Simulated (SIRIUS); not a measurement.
# Li2O under changes of volume

One of the cells (8.567 Å³/atom); the others are scaled copies at fixed shape and fractional positions:

```
O Li
1.0
     0.00000    2.34226    2.34226
     2.34226    0.00000    2.34226
     2.34226    2.34226    0.00000
O Li
1 2
Direct
  0.00000 0.00000 0.00000
  0.25000 0.25000 0.25000
  0.75000 0.75000 0.75000
```

The cell comes from a database or a generator and needn't be the stable form of this composition.

- Program: SIRIUS 7.12.0
- Functional: PBEsol
- Potentials or basis: PseudoDojo 0.4.1 PBEsol standard (scalar relativistic)
- Cutoff: 1152 eV
- Density cutoff: 4606 eV
- k mesh: 10 × 10 × 10
- Occupations: fermi-dirac, width 0.05 eV
- Spin: no spin polarisation

```tsv
volume (Å³/atom)	energy over the lowest point (meV/atom)	pressure (GPa)	gap on the mesh (eV)
7.895	?	?	?
8.063	0.00	-0.8	4.89
8.231	1.63	-2.4	4.85
8.567	9.52	-5.1	4.77
8.735	15.47	-6.3	4.73
8.903	22.59	-7.3	4.61
```

Task: What does the run at 7.895 Å³/atom give?

Result: Energy over the lowest point 0.13 meV/atom; pressure 1.0 GPa; gap on the mesh 4.93 eV.

Worked out: A Birch-Murnaghan fit of order 3 (a polynomial in V^(-2/3)) to the other rows has its minimum at 7.99 Å³/atom, just outside them, with B0 = V·E''(V) = 84 GPa and B' = 4.0. It gives 0.14 meV/atom at 7.895 Å³/atom, against the run's 0.13, and -dE/dV = 1.0 GPa, against 1.0. A parabola through the other rows of the gap, of slope 0.574 eV per unit of ln V there, extrapolates to 4.88 eV, against the run's 4.93.

Energies are extrapolated to zero smearing.

A mesh can miss the band edges.
